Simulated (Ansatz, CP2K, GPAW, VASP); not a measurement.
## Tl: programs and potentials compared

```
Tl
1.0
     3.45600    0.00000    0.00000
    -1.72800    2.99298    0.00000
     0.00000    0.00000    5.52500
Tl
2
Cartesian
  1.7280 0.9977 4.1438
  0.0000 1.9953 1.3813
```

Alike in all runs: task single point; functional LDA; k mesh 9 × 9 × 5; occupations gaussian, width 0.1 eV; no spin polarisation; no spin-orbit coupling. LDA stands for any of its common fits. Pressure is positive in compression and, in plane waves, holds the error of the finite cutoff, which Ansatz's Pulay term estimates and takes out.

```
                                                    program and potentials  plane-wave cutoff (eV)                                                                                   notes  pressure (GPa)
                                                        Ansatz, Ansatz PAW                     420  potentials made for PBE, which Ansatz adapts in part; Pulay term of +0.04 GPa included           -1.56
           CP2K, GTH_POTENTIALS Tl GTH-PADE-q13; TZVP-MOLOPT-PBE-GTH basis                       -                                                                            atomic basis           -1.43
GPAW, the program's PAW data sets (release 1.2.1) made for this functional                     600                                                                                       -           -1.87
                              VASP, LDA PAW files Tl_d, release 54, 520 eV                     520                                                                                       -           -1.51
                            Ansatz, all-electron LAPW, scalar-relativistic                       -                                                                                       -           -1.55
```

The pressure spans -1.87 (GPAW, the program's PAW data sets (release 1.2.1) made for this functional) to -1.43 GPa (CP2K, GTH_POTENTIALS Tl GTH-PADE-q13; TZVP-MOLOPT-PBE-GTH basis), with all-electron results at -1.55. Rows in atomic bases carry the error of their basis and grid, which can be large.

The functional is the same throughout but for its coding, so the spread measures potentials, basis and numerics; runs on potential files found faulty are left out.
